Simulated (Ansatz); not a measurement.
What a change of settings does to a run on Yb

The cell was built from the bcc type and relaxed in the same program, and has space group Im-3m; it needn't be a known or the stable phase.

First run: DFT, PBE, PAW with Ansatz's default frozen-core files, scalar-relativistic (Ansatz 0.2.0).

Command: `ansatz run input.yaml --threads 1 --pin off --max-ram 2048MiB --backend cpu --events-out ev --progress --plain --runs-dir out` The run took about 9.4 s on 1 thread of a shared machine.

```yaml
crystal:
  lattice:
    - [-2.0523223936, 2.0523223936, 2.0523223936]
    - [2.0523223936, -2.0523223936, 2.0523223936]
    - [2.0523223936, 2.0523223936, -2.0523223936]
  atoms:
    - { symbol: Yb, position: [0.0, 0.0, 0.0] }
kpoints:
  mp_grid: { grid: [15, 15, 15] }
  band_path:
    path:
      - [0.0, 0.0, 0.0]
      - [0.5, -0.5, 0.5]
      - [0.0, 0.0, 0.5]
      - [0.0, 0.0, 0.0]
      - [0.25, 0.25, 0.25]
      - [0.5, -0.5, 0.5]
      - [0.25, 0.25, 0.25]
      - [0.0, 0.0, 0.5]
    npoints: 14
scf:
  occupations: { method: fermi_dirac, width: 0.05 }
hamiltonian:
  xc: pbe
  pseudopotentials: { kind: paw }
output:
  forces: true
  stress: true
  eigenvalues: true
  efg: { contact_densities: true }
  populations: true
  bader: true
  dos: { projected: true, de: 0.2, e_range: [-14, 8] }
  write_density: true
  write_potential: true
  elf: true
  volumetric_format: npy
```

Result: converged; pressure -0.01 GPa; no gap on the k mesh; 8 SCF iterations.

Where the f shell is localised, expect the real compound to differ from this run without U.

No spin–orbit coupling, which matters for the heavy atoms here.

The input is then changed:

```diff
@@ -23,5 +23,6 @@
 hamiltonian:
   xc: pbe
-  pseudopotentials: { kind: paw }
+  pseudopotentials: { kind: paw, source: ansatz }
+  hubbard: { sites: [{ species: Yb, l: f, u_eff: 1.0 }], double_counting: fll }
 output:
   forces: true
@@ -30,6 +31,4 @@
   efg: { contact_densities: true }
   populations: true
-  bader: true
-  dos: { projected: true, de: 0.2, e_range: [-14, 8] }
   write_density: true
   write_potential: true
```

**Question.** What does the second run give?

**Answer.** It converged; pressure 0.59 GPa; no gap on the k mesh; 14 SCF iterations.
